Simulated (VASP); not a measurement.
A run of VASP 6.6.1 is set up as follows.

The input INCAR:

```
PREC = Accurate ; ENCUT = 520
EDIFF = 1E-7 ; ISMEAR = -1
SIGMA = 0.05 ; LREAL = False
LASPH = True ; NELM = 60
ALGO = Normal ; ISIF = 2
LWAVE = False ; LCHARG = False
GGA = PE ; NBANDS = 17
```

KPOINTS

```
Automatic mesh
0
Gamma
  8 8 7
```

POSCAR

```
PbS
1.0
    4.0896976867      0.0000000000      0.0000000000
   -2.0448488433      3.5417820905      0.0000000000
    0.0000000000      0.0000000000      3.7881670000
Pb S
1 1
Direct
    0.0091440000      0.0031280000     -0.0018180000
    0.6493990000      0.3189090000      0.5043660000
```

Potentials or basis: VASP PAW PBE potentials, release 64 (Pb_d, S).

Launch:

```console
$ cat potpaw_PBE.64/Pb_d/POTCAR potpaw_PBE.64/S/POTCAR > POTCAR
$ mpirun -np 1 vasp_std > vasp.out
```

Task: Estimate the pressure.

Result: 0.1 GPa.

Task: Estimate the largest force.

Result: 0.161 eV/Å.

Task: Predict the band gap on the k mesh.

Result: 0.11 eV, indirect (least direct gap 1.65 eV).

Stress tensor (GPa, compression positive):
```
 0.04 -0.02 -0.05
-0.02  0.04 -0.04
-0.05 -0.04  0.11
```

Caveat: spin-orbit coupling is left out, which as a rule narrows the gap of such compounds by several tenths of an eV; an odd mesh through Γ misses points on the zone boundary, where band edges often lie.
